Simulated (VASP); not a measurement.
BN:

```
CELL_PARAMETERS angstrom
1.25112 0.72234 3.37293
-1.25112 0.72234 3.37293
0.00000 -1.44467 3.37293
ATOMIC_POSITIONS crystal
N 0.66724 0.66724 0.66724
B 0.00033 0.00033 0.00033
```

The cell is a database's computed one.

- Program: VASP 6.6.1
- Task: relaxation of cell and atoms
- Functional: RPBE
- Dispersion: D3(BJ)
- Potentials or basis: VASP PAW PBE potentials, release 64 (N, B)
- Cutoff: 600 eV
- k mesh: 12 × 12 × 12
- Occupations: fermi-dirac, width 0.05 eV
- Spin: no spin polarisation

At the start: pressure -0.3 GPa; volume 9.14 Å³/atom.

Problem. How do energy, volume and symmetry change on relaxing?

Solution. Over 24 steps the energy falls by 7.6 meV/atom and the volume is 8.19 Å³/atom (-10.4 %); space group R3m (No. 160, to 0.05 Å).

The path:
```tsv
step	energy change (eV)	largest force (eV/Å)	pressure (GPa)	volume (Å³)
1	0.0000	0.0025	-0.31	18.29
2	-0.0011	0.0028	-1.36	18.24
3	-0.0018	0.0127	-3.24	18.15
4	-0.0020	0.0133	-3.24	18.14
5	-0.0026	0.0150	-3.26	18.08
6	-0.0037	0.0186	-3.30	17.98
7	-0.0059	0.0263	-3.44	17.76
8	-0.0095	0.0439	-3.61	17.34
9	-0.0118	0.0918	-3.78	16.49
10	-0.0145	0.0585	0.96	16.14
11	-0.0147	0.0649	0.00	16.20
12	-0.0149	0.0376	-0.02	16.22
13	-0.0150	0.0190	-0.08	16.26
14	-0.0151	0.0170	0.26	16.26
15	-0.0151	0.0161	0.41	16.26
16	-0.0151	0.0111	0.39	16.27
17	-0.0152	0.0044	0.30	16.31
18	-0.0152	0.0357	0.15	16.38
19	-0.0152	0.0221	0.24	16.35
20	-0.0152	0.0131	-0.07	16.38
21	-0.0152	0.0117	-0.11	16.38
22	-0.0153	0.0011	-0.03	16.39
23	-0.0153	0.0060	0.00	16.39
24	-0.0153	0.0036	0.05	16.39
```

Final structure:
```
N B
1.0
     1.25069    0.72209    3.02467
    -1.25069    0.72209    3.02467
     0.00000   -1.44418    3.02467
N B
1 1
Direct
  0.66757 0.66757 0.66757
  0.00000 0.00000 0.00000
```

Caveat: the PAW data sets were made with another functional, which shifts forces and pressure a little.
